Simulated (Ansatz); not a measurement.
Clean, relaxed (001) surface of Si, space group P6_3/mmc (No. 194) (top face towards +c; atoms held fixed, by place in the list: 1, 2, 3):

```
CELL_PARAMETERS angstrom
3.82489 0.00000 0.00000
-1.91244 3.31245 0.00000
0.00000 0.00000 24.12113
ATOMIC_POSITIONS crystal
Si 0.66667 0.33333 0.35239
Si 0.33333 0.66667 0.38542
Si 0.33333 0.66667 0.48348
Si 0.66667 0.33333 0.51508
Si 0.66667 0.33333 0.61430
Si 0.33333 0.66667 0.64210
```

Theory: DFT PBEsol, scalar-relativistic, plane waves, PAW (Ansatz 0.2.0). Settings: cutoff 420 eV, Γ-centred mesh 9×9×1 on the computed 6-atom cell, Gaussian smearing of 0.05 eV; no spin polarisation. The cell repeats along c with a dipole correction in the vacuum.

With the adsorbate the run is spin-polarised, so any moments that the slab's own atoms take up count into E_ads.

The adsorption energy is E(slab + adsorbate) − E(slab) − E(free adsorbate, spin-polarised where open-shell). With the adsorbate the cell is lengthened along c to keep the vacuum.

Question: Ge (atom) is put at the bridge (Si-Si) at (0.00, 0.50) site, one adsorbate per 12.7 Å². What structure does it relax to?

Answer: E_ads = -3.72 eV. Contacts: Ge–Si 2.44 Å.

```yaml
crystal:
  lattice:
    - [3.82489, 0.00000, 0.00000]
    - [-1.91244, 3.31245, 0.00000]
    - [0.00000, 0.00000, 26.12113]
  atoms:
    - { symbol: Si, position: [0.66667, 0.33333, 0.32541] }
    - { symbol: Si, position: [0.33333, 0.66667, 0.35591] }
    - { symbol: Si, position: [0.33333, 0.66667, 0.44646] }
    - { symbol: Si, position: [0.66656, 0.33328, 0.47662] }
    - { symbol: Si, position: [0.66510, 0.33255, 0.56775] }
    - { symbol: Si, position: [0.33179, 0.66589, 0.59871] }
    - { symbol: Ge, position: [0.33500, 0.66750, 0.69210] }
```

Each end is the local minimum or symmetric point that its start leads to. This isn't the usual crystal structure of Si. The slab is only 7.1 Å thick, so the energies aren't converged with thickness.